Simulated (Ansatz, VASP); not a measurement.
## PtSe2: VASP beside Ansatz

One calculation is typed for both programs; each brings its own data sets. How far apart do they land? Of the first pair: The structure shown is the start of the Ansatz relaxation below; VASP solves that cell, so the two are compared at the walk's first step.

Method: plane waves, with VASP 6.6.1 beside it; single point at PBE, in Ansatz 0.2.0.

**1. The structure**

The cell holds 3 atoms: 1 Pt and 2 Se. Its edges and angles: a = 3.724 Å, b = 3.724 Å, c = 28.862 Å, α = 90.0°, β = 90.0°, γ = 120.0°. As first built, before any earlier steps moved the atoms (in the runner's words): one layer cut from the layered crystal. Vacuum lies along c. The height across the vacuum is the one that the program set for its solve, not the one typed.

**2. Ansatz: relaxation, PBE**

Ansatz runs on its default PAW (the set named soft_2) files.

The two programs are compared at the cell with which this relaxation starts, whose forces are those of its first step.

Input file input.yaml:

```yaml
crystal:
  lattice:
    - [3.7239999979, 0.0, 0.0]
    - [-1.8619999989, 3.2250786018, 0.0]
    - [0.0, 0.0, 18.531]
  atoms:
    - { symbol: Pt, position: [0.0, 0.0, 0.5] }
    - { symbol: Se, position: [0.6666666667, 0.3333333333, 0.56829097] }
    - { symbol: Se, position: [0.3333333333, 0.6666666667, 0.43170903] }
  periodic: [true, true, false]
kpoints:
  mp_grid: { grid: [7, 7, 1] }
scf:
  occupations: { method: fermi_dirac, width: 0.05 }
hamiltonian:
  xc: pbe
output:
  forces: true
  stress: true
relax:
  f_tol: 0.02
  max_steps: 50
  cell: {}
```

Started as:

```
ansatz run input.yaml --threads 1 --pin off --max-ram 5120MiB --backend cpu --events-out ev --progress --plain --runs-dir out
```

Numbers of over 12 decimals in the logs are rounded to 6 here.

Output:

```text
Warning: crystal.periodic: the lattice vector that does not repeat stood 0.000° off the slab's normal, 18.531 Å along it as the deck builds it. The run solves the slab on a vector along the normal, 28.862 Å long, with every atom where it was (on the deck's vector they left 16.00 Å outside them, and the widest stretch free of ions among them is 1.27 Å). A fractional position that the run reports is one of the run's ce [...]
crystal.periodic: the lattice vector that does not repeat stood 0.000° off the slab's normal, 18.531 Å along it as the deck builds it. The run solves the slab on a vector along the normal, 28.862 Å long, with every atom where it was (on the deck's vector they left 16.00 Å outside them, and the widest stretch free of ions among them is 1.27 Å). A fractional position that the run reports is one of the run's cell, which [...]
Engine: ansatz 0.2.0, aarch64-unknown-linux-gnu
Pseudopotentials: kind: paw
Pseudopotential: Pt, paw, valence charge 18, recommended cutoff 420 eV (normal), Pt.paw.azcp
Pseudopotential: Se, paw, valence charge 16, recommended cutoff 420 eV (normal), Se.paw.azcp
Functional definition: PBE
  parameter kappa = 0.804
  parameter beta = 0.066725
  exchange = pbe_x(kappa = kappa, mu = beta*pi^2/3)
  correlation = pbe_c(beta = beta)
Crystal: 3 atoms, lattice volume = 346.638 Å³
Basis set: ecut = 420 eV, 6817 PW (Γ), exchange–correlation on 50×50×400 points (8 copies of the dense FFT grid, shifted against one another)
Bands: 30, of which v1, the nominal top of the filled ones, is band 25 counted from 1 (24 counted from 0)
Symmetry: 12 space group operations
Space group: P-3m1 (ITA 164), of the structure as read, at distance tolerance 7.0e-5 Å
k-points: 8 of 49
Non-local potential: Pt, projectors of the file, l = 0: 3, l = 1: 2, l = 2: 2, l = 3: 1
Non-local potential: Se, projectors of the file, l = 0: 2, l = 1: 2, l = 2: 3, l = 3: 1
PAW form: soft (Blöchl's): semilocal exchange-correlation on the pseudo side does not see the compensation charge
PAW one-centre angular grid: Pt, 590 points (default); XC on 64 Gauss nodes
PAW one-centre angular grid: Se, 590 points (default); XC on 64 Gauss nodes
Initial density: superposition of atomic densities (neutral atoms: chi_scale 0, normalization atom), corrected by the library's trained network
Initial wavefunctions: pseudopotential atomic-orbital guess
Functional: x = pbe(κ = 0.804, μ = 0.219515), c = pbe(β = 0.066725)
SCF iter   1: F=—  HF=-23462.331978 eV  |F-HF|=—  |Δ(HF+E_count)|=         —  Δρ=1.39e-3  dr2=6.69e-3  ethr=1.77e-3  ⟨swp⟩=12.4  Hψ=1447  notcnv=0
preconditioner: auto → Resta (q_TF=auto, 1.976 Å⁻¹)  ε∞=2.0  [insulator: Δε(μ)=1.552 eV  Ē_g=9.529 eV  σ=0.050 eV  W_gap=1.00  n_scr=36 (ndim 8)  ℏωp=9.4 eV  f_vac=0.787  D(μ)=0.00/eV (n_scr^D=0)  ε∞_Penn≈2.0  vacuum switching on, ρ_ref=6.6e-3 e/Å³]
[...]
SCF iter   3: F=—  HF=-23462.333409 eV  |F-HF|=—  |Δ(HF+E_count)|=   3.49e-5  Δρ=1.02e-3  dr2=4.83e-3  ethr=1.57e-5  ⟨swp⟩=2.9  Hψ=381  notcnv=0
SCF iter   4: F=—  HF=-23462.332810 eV  |F-HF|=—  |Δ(HF+E_count)|=   6.00e-4  Δρ=1.99e-4  dr2=1.20e-4  ethr=9.66e-6  ⟨swp⟩=2.8  Hψ=373  notcnv=0
SCF iter   5: F=—  HF=-23462.332776 eV  |F-HF|=—  |Δ(HF+E_count)|=   3.40e-5  Δρ=5.48e-5  dr2=1.19e-5  ethr=2.39e-7  ⟨swp⟩=3.4  Hψ=416  notcnv=0
SCF iter   6: F=—  HF=-23462.332778 eV  |F-HF|=—  |Δ(HF+E_count)|=   1.99e-6  Δρ=1.18e-5  dr2=6.48e-7  ethr=2.38e-8  ⟨swp⟩=3.1  Hψ=417  notcnv=0
SCF iter   7: F=-23462.332778 eV  HF=-23462.332778 eV  |F-HF|=2.59e-8  |Δ(HF+E_count)|=   3.52e-7  Δρ=4.61e-6  dr2=9.64e-8  ethr=6.00e-10  ⟨swp⟩=7.0  Hψ=1063  notcnv=0
SCF 2 converged in 7 iterations: F = -23462.332778 eV  dr2 = 9.64e-8
relax step   2: F+E_penalty+E_count = -23462.33277828 eV  Δ(F+E_penalty+E_count) = -9.416e-3 eV  max|allowed force component| = 5.567e-1 eV/Å  Δτ_max = 0.1018 Å  P = -1.154 N/m  Ω = 348.484 Å³  energy of the carried Pulay correction = -6.750e-5 eV  fix = [c, alpha, beta]  reactions: c -0.000 N/m  (7 SCF iters, dr2 threshold 3.00e-7 eV, accepted)
[...]
relax step   3: F+E_penalty+E_count = -23462.36263496 eV  Δ(F+E_penalty+E_count) = -2.986e-2 eV  max|allowed force component| = 3.146e-2 eV/Å  Δτ_max = 0.0546 Å  P = -0.009 N/m  Ω = 350.499 Å³  energy of the carried Pulay correction = -1.407e-4 eV  fix = [c, alpha, beta]  reactions: c -0.000 N/m  (6 SCF iters, dr2 threshold 3.00e-7 eV, accepted)
[...]
relax step   4: F+E_penalty+E_count = -23462.36275306 eV  Δ(F+E_penalty+E_count) = -1.181e-4 eV  max|allowed force component| = 1.852e-3 eV/Å  Δτ_max = 0.0043 Å  P = +0.024 N/m  Ω = 350.938 Å³  energy of the carried Pulay correction = -1.566e-4 eV  fix = [c, alpha, beta]  reactions: c +0.000 N/m  (5 SCF iters, dr2 threshold 6.19e-8 eV, accepted)
[...]
relax step   5: F+E_penalty+E_count = -23462.36289582 eV  Δ(F+E_penalty+E_count) = -1.428e-4 eV  max|allowed force component| = 1.767e-3 eV/Å  Δτ_max = 0.0000 Å  P = +0.023 N/m  Ω = 350.938 Å³  fix = [c, alpha, beta]  reactions: c +0.000 N/m  stress off target by 2.32e-2 N/m on what of the cell is left free  SCF on the basis re-selected at this cell (its energy is not comparable with the rows above)  (8 SCF iters)
basis re-selected at this cell: Δ(F+E_penalty+E_count) = -1.428e-4 eV, ΔP = -0.001 N/m vs the last step (what re-selecting the basis moved, of the pressure what is left beyond the Pulay correction that the steps carried, after the strain that the cell walked since its last selection, with what the two solves' SCF thresholds leave and, on support functions, any second-order correction that the steps lacked; it is no measure of the basis error at this ecutwfc). The dense FFT grid was sized anew with the basis: this SCF ran on 27×27×200 points, the steps before it on 25×25×200, so part of this shift can come from that change (see relax.cell in the input reference). [rest of the remark cut]
SCF converged after 8 iterations
Free energy (F): -23462.362896 eV
Harris-Foulkes:  -23462.362896 eV  (|F-HF|=1.84e-9)
Internal energy: -23462.362896 eV  (E = F + TS)
E sigma→0 (E₀):  -23462.362896 eV
Entropy (-TS):   -0.000000 eV (-0.000 meV/atom)
Fermi energy:    -4.951282 eV
--- Per-component energies (eV) ---
  E_band       = -1846.652108
  E_kinetic    = 872.337370
  E_local      = -116371.089923  (includes V_loc(G=0)·N_el)
  E_nonlocal   = -990.861065
  E_hartree    = 57497.053730
  E_xc         = -469.377744
  E_vxc        = -498.070896  (∫ρ·V_xc dr)
  E_paw        = -13277.745590  (= ΣΔE_a)
  E_vpaw       = 146.926005  (= ΣTr[D̂ρ^β])
  E_aug_tail   = -0.001006  (compensation charges beyond the density's cutoff)
  E_ewald      = 49277.321332
  E_smearing   = -0.000000  (= −TS)
  E_closure    = 0.000000  (closes the sum)
  Σ components = -23462.362896   (vs F -23462.362896, Δ=0.00e0)
--- Forces (eV/Å), atoms counted from 1 ---
  atom   1  Pt     0.00000000    -0.00000000     0.00000000
  atom   2  Se     0.00000000     0.00000000     0.00176668
  atom   3  Se    -0.00000000    -0.00000000    -0.00176668
  max |Σ_I F_I| component: 5.78e-19 eV/Å
--- 2D stress c σ (N/m, compression-positive) ---
        0.023172      -0.000000       0.000000
       -0.000000       0.023172      -0.000000
        0.000000      -0.000000       0.000000
  P = ½ c Tr σ = 0.0232 N/m
--- Relaxed structure (4 steps of the walk, 4 accepted, 1 SCFs on fresh bases) ---
  F+E_penalty+E_count = -23462.36289582 eV   max|allowed force component| = 1.767e-3 eV/Å   (the final SCF, on the basis selected at the relaxed cell)
  cell:  # Å, volume = 350.9377 Å³
    - [3.747024, -2.904591356691192e-11, 0]
    - [-1.873512, 3.245018, 0]
    - [0, 0, 28.86199986028]
  atoms:
    - { symbol: Pt, position: [0, 0, 0.321028] }
    - { symbol: Se, position: [0.666667, 0.333333, 0.366360] }
    - { symbol: Se, position: [0.333333, 0.666667, 0.275696] }
```

Reading the cycles: dr2 is the Hartree energy of the density residual (eV), the measure of convergence; HF is the Harris–Foulkes estimate of the energy, which meets the free energy F at convergence.

**3. VASP: single point, PBE, start cell, pair 1**

The same cell, functional, mesh and smearing now go to VASP, with its own data sets.

Lines of VASP's logs that name or quote its potential files are left out, and so is its time.

Input file INCAR:

```
SYSTEM = PtSe2
PREC = Accurate
ENCUT = 400
EDIFF = 1E-06
NELM = 120
ISMEAR = -1
SIGMA = 0.05
LREAL = .FALSE.
ALGO = Normal
GGA = PE
NBANDS = 17
LASPH = .TRUE.
LORBIT = 11
LWAVE = .FALSE.
LCHARG = .FALSE.
ISIF = 2
LDIPOL = .TRUE.
IDIPOL = 3
DIPOL = 0.5 0.5 0.321
LVHAR = .TRUE.
GGA_COMPAT = .FALSE.
EFERMI = MIDGAP
NELMDL = -8
```

Input file POSCAR:

```
PtSe2
1.0
    3.7240000000      0.0000000000      0.0000000000
   -1.8620000000      3.2250790000      0.0000000000
    0.0000000000      0.0000000000     28.8620000000
Pt Se
1 2
Direct
    0.0000000000      0.0000000000      0.3210276488
    0.6666666667      0.3333333333      0.3648742291
    0.3333333333      0.6666666667      0.2771810685
```

Input file KPOINTS:

```
Automatic mesh
0
Gamma
7 7 1
0 0 0
```

PAW data sets: Pt and Se (PBE family, release 64).

Started as:

```
mpirun -np 1 vasp_std
```

Output:

```text
[banner, memory and clock lines left out]
running    1 mpi-ranks, on    1 nodes
 distrk:  each k-point on    1 cores,    1 groups
 distr:  one band on    1 cores,    1 groups

 POSCAR found type information on POSCAR PtSe
 POSCAR found :  2 types and       3 ions
 LDA part: xc-table for (Slater+PW92), standard interpolation
 POSCAR, INCAR and KPOINTS ok, starting setup
 FFT: planning ... GRIDC
 FFT: planning ... GRID_SOFT
 FFT: planning ... GRID
 WAVECAR not read
 entering main loop
       N       E                     dE             d eps       ncg     rms          rms(c)
DAV:   1     0.162460298414E+03    0.16246E+03   -0.60321E+03   272   0.737E+02
DAV:   2     0.370367969775E+01   -0.15876E+03   -0.14992E+03   443   0.151E+02
DAV:   3    -0.148521405361E+02   -0.18556E+02   -0.18440E+02   340   0.658E+01
DAV:   4    -0.151117928310E+02   -0.25965E+00   -0.25848E+00   363   0.928E+00
DAV:   5    -0.151170460821E+02   -0.52533E-02   -0.52472E-02   358   0.120E+00
DAV:   6    -0.151172616004E+02   -0.21552E-03   -0.21545E-03   407   0.215E-01
DAV:   7    -0.151172683955E+02   -0.67951E-05   -0.67945E-05   380   0.375E-02
DAV:   8    -0.151172686992E+02   -0.30372E-06   -0.30378E-06   389   0.669E-03    0.129E+01
DAV:   9    -0.144509119666E+02    0.66636E+00   -0.48807E+00   317   0.201E+01    0.711E+00
DAV:  10    -0.143200650223E+02    0.13085E+00   -0.14319E+00   311   0.114E+01    0.326E+00
DAV:  11    -0.142623835637E+02    0.57681E-01   -0.12155E-01   369   0.348E+00    0.697E-01
DAV:  12    -0.142595003413E+02    0.28832E-02   -0.28882E-02   359   0.137E+00    0.209E-01
DAV:  13    -0.142596168008E+02   -0.11646E-03   -0.12793E-03   302   0.237E-01    0.224E-01
DAV:  14    -0.142596002098E+02    0.16591E-04   -0.23730E-04   400   0.131E-01    0.220E-01
[...]
DAV:  23    -0.142599194803E+02    0.23412E-03   -0.21962E-04   337   0.685E-02    0.181E-01
DAV:  24    -0.142598419973E+02    0.77483E-04   -0.89338E-05   320   0.440E-02    0.102E-01
DAV:  25    -0.142598256106E+02    0.16387E-04   -0.65991E-05   312   0.379E-02    0.336E-02
DAV:  26    -0.142598357047E+02   -0.10094E-04   -0.14376E-05   334   0.179E-02    0.276E-03
DAV:  27    -0.142598415091E+02   -0.58044E-05   -0.22301E-07   280   0.245E-03    0.132E-03
DAV:  28    -0.142598478019E+02   -0.62927E-05   -0.17372E-07   280   0.221E-03    0.844E-04
DAV:  29    -0.142598500876E+02   -0.22858E-05   -0.96331E-08   292   0.157E-03    0.251E-03
DAV:  30    -0.142598509830E+02   -0.89536E-06   -0.52075E-08   291   0.101E-03
   1 F= -.14259851E+02 E0= -.14259851E+02  d E =-.106000E-06
```

Parts of OUTCAR (step 3):

```text
ion  position               nearest neighbor table
   1  0.000  0.000  0.321-   3 2.49   2 2.49   3 2.49   2 2.49   3 2.49   2 2.49
   2  0.667  0.333  0.365-   1 2.49   1 2.49   1 2.49
   3  0.333  0.667  0.277-   1 2.49   1 2.49   1 2.49

  LATTYP: Found a hexagonal cell.
 ALAT       =     3.7240000000
 C/A-ratio  =     7.7502685285

 Subroutine GETGRP returns: Found 12 space group operations
 (whereof  6 operations were pure point group operations)

The static configuration has the point symmetry C_3v.
 The point group associated with its full space group is D_3d.

 Found      8 irreducible k-points:

   k-points           NKPTS =      8   k-points in BZ     NKDIM =      8   number of bands    NBANDS=     17

   dimension x,y,z NGX =    24 NGY =   24 NGZ =  192
   dimension x,y,z NGXF=    48 NGYF=   48 NGZF=  384

   ENCUT  =  400.0 eV  29.40 Ry    5.42 a.u.   6.07  6.07 47.07*2*pi/ulx,y,z

   NELECT =      22.0000    total number of electrons

 k-points in reciprocal lattice and weights: Automatic mesh
   0.00000000  0.00000000  0.00000000       0.020
   0.14285714  0.00000000  0.00000000       0.122
   0.28571429  0.00000000  0.00000000       0.122
   0.42857143  0.00000000  0.00000000       0.122
   0.14285714  0.14285714  0.00000000       0.122
   0.28571429  0.14285714  0.00000000       0.245
   0.42857143  0.14285714  0.00000000       0.122
   0.28571429  0.28571429  0.00000000       0.122

 dipolmoment           0.000000      0.000000      0.000003 electrons x Angstroem

 average (electrostatic) potential at core
       1 -77.9432       2 -61.8443       3 -61.8443

 E-fermi :  -2.9563

 k-point     1 :       0.0000    0.0000    0.0000
  band No.  band energies     occupation
    ...
      7      -6.7211      2.00000
      8      -4.9129      2.00000
      9      -4.3260      2.00000
     10      -3.8195      2.00000
     11      -3.8195      2.00000
     12      -0.6581      0.00000
     13      -0.6581      0.00000
     14       0.8481      0.00000
     15       1.4262      0.00000
     16       1.8587      0.00000
    ...

 k-point     2 :       0.1429    0.0000    0.0000
  band No.  band energies     occupation
    ...
      7      -6.8662      2.00000
      8      -5.5710      2.00000
      9      -3.9839      2.00000
     10      -3.8926      2.00000
     11      -3.8615      2.00000
     12      -1.8071      0.00000
     13      -0.9393      0.00000
     14       1.4702      0.00000
     15       1.7924      0.00000
     16       2.2698      0.00000
    ...

 k-point     3 :       0.2857    0.0000    0.0000
  band No.  band energies     occupation
    ...
      7      -6.9528      2.00000
      8      -6.0581      2.00000
      9      -4.6731      2.00000
     10      -4.4117      2.00000
     11      -4.0264      2.00000
     12      -2.1932      0.00000
     13      -1.0684      0.00000
     14       1.5245      0.00000
     15       2.5360      0.00000
     16       2.6467      0.00000
    ...

  Total        1.8507001      1.8507006      1.6650967     -0.0000000      0.0000000     -0.0000000
  in kB        8.5540185      8.5540206      7.6961510     -0.0000000      0.0000000     -0.0000000
  external PRESSURE =       8.2680634 kB  Pullay stress =       0.0000000 kB

  energy-cutoff  :      400.00
  volume of cell :      346.64
      direct lattice vectors                 reciprocal lattice vectors
     3.724000000  0.000000000  0.000000000     0.268528464  0.155034962  0.000000000
    -1.862000000  3.225079000  0.000000000     0.000000000  0.310069924  0.000000000
     0.000000000  0.000000000 28.862000000     0.000000000  0.000000000  0.034647634

 POSITION                                       TOTAL-FORCE (eV/Angst)
 -----------------------------------------------------------------------------------
      0.00000      0.00000      9.26550        -0.000000     -0.000000     -0.000000
      1.86200      1.07503     10.53100         0.000000     -0.000000      0.668974
     -0.00000      2.15005      8.00000        -0.000000      0.000000     -0.668974
 -----------------------------------------------------------------------------------
    total drift:                               -0.000000      0.000000      0.000119

  FREE ENERGIE OF THE ION-ELECTRON SYSTEM (eV)
  ---------------------------------------------------
  free  energy   TOTEN  =       -14.2598509830 eV

  energy  without entropy=      -14.2598508770  energy(sigma->0) =      -14.25985093

 vacuum level on the upper side and lower side of the slab         1.958         1.958

 total charge
# of ion       s       p       d       tot
------------------------------------------
    1        0.691   0.735   8.018   9.443
    2        1.476   2.263   0.062   3.801
    3        1.476   2.263   0.062   3.801
--------------------------------------------------
tot          3.643   5.261   8.141  17.046

[... 3 further parts left out ...]
```

The gap is read on the k-mesh alone, so it is an upper bound where the band edges lie off the mesh.

(Part 1 of 2 ends here.)

[Lines on the potential files, build, host, timing and source positions are cut from VASP's logs without a mark.]

[Logs are printed without paths, hosts, clocks, repeated set-up lines and the standing remarks that a program may print on its own settings, such as how far it seeks lower states.]

[Hosts, paths, dates, database ids (printed as entryN), source tags and the programs' standing remarks are cut or masked in the printed files.]
